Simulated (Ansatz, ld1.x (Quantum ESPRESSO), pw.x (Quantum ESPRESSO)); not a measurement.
## Equation-of-state test of one TM potential (beryllium)

- Element: beryllium
- Generator: ld1.x (Quantum ESPRESSO) 7.5
- Type: norm-conserving Troullier–Martins (Kleinman–Bylander form)
- Functional: PBE
- Relativity: scalar-relativistic
- Frozen core: [He]
- Valence charge: 2
- Reference configuration: 2s2 2p0
- Partial waves: 2s (bound): rc 2.00 bohr; 2p (bound, empty): rc 4.15 bohr; 3d channel at 0.35 Ry: rc 4.10 bohr
- Local potential: all-electron potential smoothed inside 1.55 bohr (lloc = -2)
- Core correction: none

Atomic tests: cutoffs needed: 10 Ry and 25 Ry (the cutoffs (Ry, on a coarse ladder) from which the occupation-weighted sum of valence levels, in a spherical-Bessel basis at the reference potential, stays within 10 and 1 mRy of its value at 400 Ry); ghost test: no extra level below or beside the all-electron valence levels (s, p, d, f tested) (spherical-Bessel basis up to 400 Ry, 20 bohr box); largest excitation error: -162 meV (all-electron minus pseudo) for 2s0 2p1, out of 5 test configurations.

Crystal test: diamond Be in pw.x 7.5, no spin, 9³ k-points, Fermi–Dirac smearing 0.01 Ry, cutoffs 35/140 Ry. The reference is all-electron LAPW (Ansatz 0.2.0) with the same functional, mesh and smearing; V0 and B0 come from Birch–Murnaghan fits to the pressures at five volumes. Errors are pseudo minus all-electron; Δ is the rms difference of the E(V) curves that follow from these fits, minima aligned, over ±6 % about the mean V0. Mesh and smearing are coarse, so the numbers serve the comparison and aren't converged zero-temperature values; the lattice is a test structure that the element need not adopt.

All-electron: a0 = 4.900 Å (V0 = 14.71 Å³/atom), B0 = 43.6 GPa.

Question: How far does the potential miss the all-electron equation of state?

Answer: mean pressure error (GPa): -6.39. The pressure does not cross zero within the volumes sampled, so no fit is given. The largest radius (4.15 bohr) exceeds half the bond length (2.01 bohr), so the spheres overlap, which is one possible source of error among others. This is a poor potential for the solid.

| V (Å³/atom) | P all-electron (GPa) | P pseudo (GPa) |
| --- | --- | --- |
| 14.006 | 2.32 | -4.91 |
| 14.374 | 1.04 | -5.74 |
| 14.743 | -0.10 | -6.46 |
| 15.112 | -1.12 | -7.09 |
| 15.480 | -2.04 | -7.63 |

Question: At the middle volume, how do free energy and pressure move when the wave cutoff is lowered (ecutrho kept at four times it)?

Answer:

```
cutoff (Ry)  shift of F (meV/atom)  shift of P (GPa)
         16                   +9.1             +0.02
         21                   +8.0             +0.00
         28                   +2.8             -0.08
```

The run at the middle volume (35 k-points, 7 iterations) took about 2.2 s on one core of a shared host (AMD EPYC 9R45, 192 threads, 1484 GiB, load 16).
